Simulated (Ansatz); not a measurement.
# C: changes ranked by their effect on the pressure

```yaml
crystal:
  lattice:
    - [0.00000, 1.78340, 1.78340]
    - [1.78340, 0.00000, 1.78340]
    - [1.78340, 1.78340, 0.00000]
  atoms:
    - { symbol: C, position: [0.50000, 0.50000, 0.50000] }
    - { symbol: C, position: [0.75000, 0.75000, 0.75000] }
```

Atom numbers follow the list: C1, C2.

The cell is COD entry 9008564, as deposited and not checked against the literature; nothing was relaxed.

Level of theory: DFT, PBE, all-electron LAPW, scalar-relativistic (Ansatz 0.2.0).

Sampling and basis: a Γ-centred 20×20×20 k mesh, Fermi–Dirac smearing of 0.08 eV, basis error target 0.5 meV/atom, no spin polarisation.

In this reference run the pressure is 1.7 GPa (positive in compression). Each change below is made alone, on the same k mesh, with fractional coordinates held unless an atom is moved; x, y and z are the Cartesian axes.

Problem. Order the changes by the shift of the pressure, most negative first.
A. functional pbesol
B. no relativity
C. volume scaled by 1.025
D. volume scaled by 1.02
E. volume scaled by 0.98
F. equal xy, yz and zx engineering shear strains of -3 %

Solution. C (-10.4 GPa), D (-8.4 GPa), A (-6.5 GPa), B (+0.2 GPa), F (+1.5 GPa), E (+9.2 GPa).
